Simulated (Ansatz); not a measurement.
**Field gradients of V2O5 from run to run**

Cell of run 1: an entry of the Crystallography Open Database (COD).

Space group Pmmn:1 (No. 59); a = 3.5450, b = 11.4980, c = 4.3450 Å.

| site | Wyckoff | site symmetry | x | y | z |
| --- | --- | --- | --- | --- | --- |
| V | 4e | m.. | 0.0000 | 0.1484 | 0.8917 |
| O5 | 4e | m.. | 0.0000 | 0.3145 | 0.0090 |
| O9 | 2a | mm2 | 0.0000 | 0.0000 | 0.9830 |
| O11 | 4e | m.. | 0.0000 | 0.1481 | 0.5396 |

One atom of each set is listed.

Relaxed positions (PBE, cell held):

V (0.0000, 0.1485, 0.8845)
O5 (0.0000, 0.3191, 0.0053)
O9 (0.0000, 0.0000, 0.9958)
O11 (0.0000, 0.1450, 0.5198)

All runs are DFT with Ansatz 0.2.0 (plane waves and PAW, scalar-relativistic unless spin–orbit coupling is named, Γ-centred meshes, Fermi–Dirac smearing where given) in this cell.

Run 1: PBE, atoms as given; 420 eV, 6×2×5 k-points, smearing 0.02 eV.
Run 2: PBE, atoms relaxed; 420 eV, 6×2×5 k-points, smearing 0.02 eV.
Run 3: r2SCAN, at the relaxed atoms; 500 eV, 6×2×5 k-points, smearing 0.02 eV.

```tsv
run	V V_zz (η)	O5 V_zz (η)	O9 V_zz (η)	O11 V_zz (η)
1	-1.54 (0.78)	-5.19 (0.73)	-6.42 (0.20)	-1.46 (1.00)
2	?	?	?	?
3	0.66 (0.23)	-5.13 (0.75)	-6.11 (0.11)	-0.82 (0.86)
```

V_zz in 10²¹ V/m².

(1) Estimate the row of run 2.

Answers

(1) V: 0.70 (0.92); O5: -4.97 (0.71); O9: -5.93 (0.01); O11: -1.20 (0.62). It lies nearest to run 3, from whose tensors on these sites it differs by 0.44 at most (largest principal value of the difference, on O11). Taken one at a time, the positions of the atoms (as given or relaxed) move the tensors on these sites by up to 2.05 (largest principal value of the change, on V), the functional (r2SCAN with its higher cutoff) by 0.44 (O11). On V and O9 V_xx and V_yy change places between runs (or their axes turn by over 50°), so η hides a larger change.

The database entry as given showed forces above 3 eV/Å or a pressure above 30 GPa, though relaxing it moves no atom far. In runs 1, 3 the atoms aren't at the calculated equilibrium (largest force 3.2, 0.60 eV/Å). The cell isn't the equilibrium one in run 1 (calculated pressure 13 GPa, with larger principal stresses), and the entry's cell may itself be off.
